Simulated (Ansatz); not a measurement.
# Mo (I4/mmm) in Ansatz: notebook

The runs below take Mo through single point, with PBE.

Everything below comes from runs of Ansatz 0.2.0. Logs are shortened: lines on timing, memory, paths and dates and some standing lists are left out, and cuts for length are marked.

## (1) The cell of the first run

Symmetry: I4/mmm, No. 139, tetragonal system. Conventional cell: a = 3.231 Å, b = 3.231 Å, c = 3.168 Å, α = 90.00°, β = 90.00°, γ = 90.00°. Around Mo (site symmetry 4/mmm) lie 10 Mo at 2.78 to 3.17 Å.

## (2) Single point, PBE (strained by +2 %)

Input file input.yaml:

```yaml
crystal:
  lattice:
    - [-1.6154851513, 1.6154851513, 1.5838089719]
    - [1.6154851513, -1.6154851513, 1.5838089719]
    - [1.6154851513, 1.6154851513, -1.5838089719]
  atoms:
    - { symbol: Mo, position: [0.0, 0.0, 0.0] }
hamiltonian:
  xc: pbe
  pseudopotentials: { kind: paw }
kpoints:
  mp_grid: { grid: [12, 12, 12] }
scf:
  occupations: { method: fermi_dirac, width: 0.05 }
output:
  forces: true
  stress: true
  eigenvalues: true
```

Potentials or basis: Ansatz PAW.

Launch:

```
$ ansatz run input.yaml --threads 2 --pin off --max-ram 5632MiB --backend cpu --events-out ev --progress --plain --runs-dir out
```

The log of the run:

```text
Warning: RAYON_NUM_THREADS=2 ignored (pool sized by the plan → 2); use --threads N
Engine: ansatz 0.2.0, x86_64-unknown-linux-gnu
Pseudopotentials: kind: paw
Pseudopotential: Mo, paw, valence charge 14, recommended cutoff 420 eV (normal), Mo.paw.azcp
Functional definition: PBE
  parameter kappa = 0.804
  parameter beta = 0.06672455060314922
  exchange = pbe_x(kappa = kappa, mu = beta*pi^2/3)
  correlation = pbe_c(beta = beta)
Crystal: 1 atoms, lattice volume = 16.534 Å³
Basis set: ecut = 420 eV, 321 PW (Γ), exchange–correlation on 40×40×40 points (8 copies of the dense FFT grid, shifted against one another)
Bands: 11, of which v1, the nominal top of the filled ones, is band 7 counted from 1 (6 counted from 0)
Symmetry: 16 space group operations
Space group: I4/mmm (ITA 139), of the structure as read, at distance tolerance 2.5e-5 Å
k-points: 163 of 1728
Non-local potential: Mo, projectors of the file, l = 0: 3, l = 1: 2, l = 2: 2, l = 3: 1
PAW form: soft (Blöchl's): semilocal exchange-correlation on the pseudo side does not see the compensation charge
PAW one-centre angular grid: Mo, 590 points (default); XC on 64 Gauss nodes
Initial density: superposition of atomic densities (neutral atoms: chi_scale 0, normalization atom), corrected by the library's trained network
Initial wavefunctions: pseudopotential atomic-orbital guess
Functional: x = pbe(κ = 0.804, μ = 0.2195149727645171), c = pbe(β = 0.06672455060314922)
SCF iter   1: F=—  HF=-4956.006218 eV  |F-HF|=—  |Δ(HF+E_count)|=         —  Δρ=1.72e-3  dr2=2.42e-4  ethr=1.77e-3  ⟨swp⟩=5.1  Hψ=10523  notcnv=0
preconditioner: auto → none  [metal: Δε(μ)=0.028 eV  Ē_g=7.865 eV  σ=0.050 eV  W_gap=0.14  n_scr=0 (ndim 8)  ℏωp=22.4 eV  f_vac=0.000  D(μ)=0.33/eV (n_scr^D=0)]
SCF iter   2: F=—  HF=-4956.006305 eV  |F-HF|=—  |Δ(HF+E_count)|=   8.67e-5  Δρ=9.36e-4  dr2=3.99e-5  ethr=1.73e-6  ⟨swp⟩=2.5  Hψ=4305  notcnv=0
SCF iter   3: F=—  HF=-4956.006332 eV  |F-HF|=—  |Δ(HF+E_count)|=   2.71e-5  Δρ=2.60e-4  dr2=4.62e-6  ethr=2.85e-7  ⟨swp⟩=2.9  Hψ=2926  notcnv=0
SCF iter   4: F=—  HF=-4956.006335 eV  |F-HF|=—  |Δ(HF+E_count)|=   2.78e-6  Δρ=4.93e-5  dr2=1.45e-7  ethr=3.30e-8  ⟨swp⟩=2.2  Hψ=2359  notcnv=0
iter 5 did not close the SCF: its close was put off for the readings that it lacked (scf_convergence_deferred on its scf_iter line)
SCF iter   5: F=-4956.006335 eV  HF=-4956.006335 eV  |F-HF|=7.11e-9  |Δ(HF+E_count)|=   1.90e-8  Δρ=1.49e-5  dr2=1.30e-8  ethr=1.04e-9  ⟨swp⟩=2.1  Hψ=2917  notcnv=0
SCF iter   6: F=-4956.006335 eV  HF=-4956.006335 eV  |F-HF|=7.45e-10  |Δ(HF+E_count)|=   2.52e-9  Δρ=4.86e-6  dr2=1.20e-9  ethr=9.28e-11  ⟨swp⟩=1.2  Hψ=5553  notcnv=0
SCF 1 converged in 6 iterations: F = -4956.006335 eV  dr2 = 1.20e-9
SCF converged after 6 iterations
Free energy (F): -4956.006335 eV
Harris-Foulkes:  -4956.006335 eV  (|F-HF|=7.45e-10)
Internal energy: -4956.003615 eV  (E = F + TS)
E sigma→0 (E₀):  -4956.004975 eV
Entropy (-TS):   -0.002720 eV (-2.720 meV/atom)
Fermi energy:    19.722403 eV
--- Per-component energies (eV) ---
  E_band       = -72.844280
  E_kinetic    = 438.656351
  E_local      = -824.214226  (includes V_loc(G=0)·N_el)
  E_nonlocal   = 142.325131
  E_hartree    = 271.017562
  E_xc         = -182.808237
  E_vxc        = -228.085544  (∫ρ·V_xc dr)
  E_paw        = -3200.987123  (= ΣΔE_a)
  E_vpaw       = -143.560472  (= ΣTr[D̂ρ^β])
  E_aug_tail   = 0.000040  (compensation charges beyond the density's cutoff)
  E_ewald      = -1599.993112
  E_smearing   = -0.002720  (= −TS)
  E_closure    = 0.000000  (closes the sum)
  Σ components = -4956.006335   (vs F -4956.006335, Δ=0.00e0)
--- Forces (eV/Å), atoms counted from 1 ---
  atom   1  Mo    -0.00000000     0.00000000     0.00000000
  max |Σ_I F_I| component: 2.16e-32 eV/Å
--- Stress (GPa, compression-positive) ---
      -13.152743      -0.000000       0.000000
       -0.000000     -13.152743       0.000000
       -0.000000      -0.000000      -6.756472
  P = ⅓ Tr σ = -11.0207 GPa (-110.207 kbar)
--- Band table (eV; the first three rows and the last of 163) ---
  k-point 0: bands = ["-41.5152", "-14.8961", "-14.8961", "-14.8857", "12.7271", "18.3638", "18.5787", "18.5787", "21.1837", "21.4530", "34.2565"]
  k-point 1: bands = ["-41.5015", "-14.9795", "-14.9108", "-14.8958", "13.0088", "18.3468", "18.4310", "18.8417", "20.9727", "21.4470", "34.4495"]
  k-point 2: bands = ["-41.4639", "-15.2035", "-14.9790", "-14.8951", "13.7616", "18.0526", "18.2458", "19.6053", "20.6588", "21.4511", "34.6947"]
  k-point 162: bands = ["-41.1556", "-15.7240", "-15.7240", "-15.6688", "14.7219", "14.7698", "23.4112", "23.4112", "23.4734", "28.2230", "28.2230"]
```

It took 0.53 s on 2 threads of Intel Xeon 6975P-C (Granite Rapids), shared host; peak memory 0.32 GiB.

Results:

```
Free energy            : -4956.0063 eV
Pressure               : -11.0 GPa
Band gap on the k mesh : none (metal or under the smearing width)
```

Stress tensor (GPa, compression positive):
```
-13.15   0.00   0.00
  0.00 -13.15   0.00
  0.00   0.00  -6.76
```

## (3) Single point, PBE (strained by +4 %)

Edit input.yaml of step 2 so:

```diff
@@ -2,5 +2,5 @@
   lattice:
-    - [-1.6154851513, 1.6154851513, 1.5838089719]
-    - [1.6154851513, -1.6154851513, 1.5838089719]
-    - [1.6154851513, 1.6154851513, -1.5838089719]
+    - [-1.6471613308, 1.6471613308, 1.5838089719]
+    - [1.6471613308, -1.6471613308, 1.5838089719]
+    - [1.6471613308, 1.6471613308, -1.5838089719]
   atoms:
```

Potentials or basis: Ansatz PAW.

Launch:

```
$ ansatz run input.yaml --threads 2 --pin off --max-ram 5632MiB --backend cpu --events-out ev --progress --plain --runs-dir out
```

The log of the run:

```text
Warning: RAYON_NUM_THREADS=2 ignored (pool sized by the plan → 2); use --threads N
[... 8 set-up lines as earlier in the session ...]
Crystal: 1 atoms, lattice volume = 17.188 Å³
Basis set: ecut = 420 eV, 337 PW (Γ), exchange–correlation on 40×40×40 points (8 copies of the dense FFT grid, shifted against one another)
Bands: 11, of which v1, the nominal top of the filled ones, is band 7 counted from 1 (6 counted from 0)
[... 1 set-up line as earlier in the session ...]
Space group: I4/mmm (ITA 139), of the structure as read, at distance tolerance 2.6e-5 Å
k-points: 163 of 1728
[... 6 set-up lines as earlier in the session ...]
SCF iter   1: F=—  HF=-4955.933115 eV  |F-HF|=—  |Δ(HF+E_count)|=         —  Δρ=2.46e-3  dr2=3.04e-4  ethr=1.77e-3  ⟨swp⟩=5.0  Hψ=10512  notcnv=0
preconditioner: auto → none  [metal: Δε(μ)=0.014 eV  Ē_g=7.543 eV  σ=0.050 eV  W_gap=0.07  n_scr=0 (ndim 8)  ℏωp=21.9 eV  f_vac=0.000  D(μ)=0.41/eV (n_scr^D=0)]
SCF iter   2: F=—  HF=-4955.933195 eV  |F-HF|=—  |Δ(HF+E_count)|=   8.00e-5  Δρ=1.29e-3  dr2=5.99e-5  ethr=2.17e-6  ⟨swp⟩=2.4  Hψ=4219  notcnv=0
SCF iter   3: F=—  HF=-4955.933230 eV  |F-HF|=—  |Δ(HF+E_count)|=   3.43e-5  Δρ=3.14e-4  dr2=8.88e-6  ethr=4.28e-7  ⟨swp⟩=2.1  Hψ=2866  notcnv=0
SCF iter   4: F=—  HF=-4955.933229 eV  |F-HF|=—  |Δ(HF+E_count)|=   5.29e-7  Δρ=6.08e-5  dr2=2.28e-7  ethr=6.35e-8  ⟨swp⟩=2.3  Hψ=2395  notcnv=0
iter 5 did not close the SCF: its close was put off for the readings that it lacked (scf_convergence_deferred on its scf_iter line)
SCF iter   5: F=-4955.933229 eV  HF=-4955.933229 eV  |F-HF|=2.86e-9  |Δ(HF+E_count)|=   7.31e-8  Δρ=9.40e-6  dr2=3.73e-9  ethr=1.63e-9  ⟨swp⟩=2.7  Hψ=3011  notcnv=0
SCF iter   6: F=-4955.933229 eV  HF=-4955.933229 eV  |F-HF|=5.28e-11  |Δ(HF+E_count)|=   3.10e-9  Δρ=1.33e-6  dr2=9.39e-11  ethr=2.67e-11  ⟨swp⟩=2.0  Hψ=5510  notcnv=0
SCF 1 converged in 6 iterations: F = -4955.933229 eV  dr2 = 9.39e-11
SCF converged after 6 iterations
Free energy (F): -4955.933229 eV
Harris-Foulkes:  -4955.933229 eV  (|F-HF|=5.28e-11)
Internal energy: -4955.929834 eV  (E = F + TS)
E sigma→0 (E₀):  -4955.931531 eV
Entropy (-TS):   -0.003395 eV (-3.395 meV/atom)
Fermi energy:    18.827034 eV
--- Per-component energies (eV) ---
  E_band       = -84.782455
  E_kinetic    = 437.162482
  E_local      = -852.177062  (includes V_loc(G=0)·N_el)
  E_nonlocal   = 142.197080
  E_hartree    = 279.370831
  E_xc         = -182.253034
  E_vxc        = -227.332439  (∫ρ·V_xc dr)
  E_paw        = -3200.857481  (= ΣΔE_a)
  E_vpaw       = -143.374057  (= ΣTr[D̂ρ^β])
  E_aug_tail   = 0.000040  (compensation charges beyond the density's cutoff)
  E_ewald      = -1579.372690
  E_smearing   = -0.003395  (= −TS)
  E_closure    = 0.000000  (closes the sum)
  Σ components = -4955.933229   (vs F -4955.933229, Δ=0.00e0)
--- Forces (eV/Å), atoms counted from 1 ---
  atom   1  Mo    -0.00000000     0.00000000     0.00000000
  max |Σ_I F_I| component: 2.47e-32 eV/Å
--- Stress (GPa, compression-positive) ---
      -22.236852       0.000000       0.000000
        0.000000     -22.236852       0.000000
       -0.000000       0.000000     -10.685851
  P = ⅓ Tr σ = -18.3865 GPa (-183.865 kbar)
--- Band table (eV; the first three rows and the last of 163) ---
  k-point 0: bands = ["-42.4095", "-15.8640", "-15.8640", "-15.8422", "11.9781", "17.4187", "17.8285", "17.8285", "20.0938", "20.6012", "33.1967"]
  k-point 1: bands = ["-42.3980", "-15.9372", "-15.8637", "-15.8630", "12.2447", "17.4132", "17.6966", "18.0743", "19.9009", "20.5847", "33.3764"]
  k-point 2: bands = ["-42.3665", "-16.1343", "-15.9219", "-15.8605", "12.9626", "17.3496", "17.3571", "18.7876", "19.6004", "20.5578", "33.5894"]
  k-point 162: bands = ["-42.1032", "-16.6096", "-16.6096", "-16.5100", "14.0838", "14.1715", "22.3026", "22.3026", "22.4173", "26.8948", "26.8948"]
```

Run time: 0.53 s. Hardware: 2 threads of Intel Xeon 6975P-C (Granite Rapids), shared host; peak memory 0.33 GiB.

What came out:

```
Free energy            : -4955.9332 eV
Pressure               : -18.4 GPa
Band gap on the k mesh : none (metal or under the smearing width)
```

Stress tensor (GPa, compression positive):
```
-22.24   0.00   0.00
  0.00 -22.24   0.00
  0.00   0.00 -10.69
```
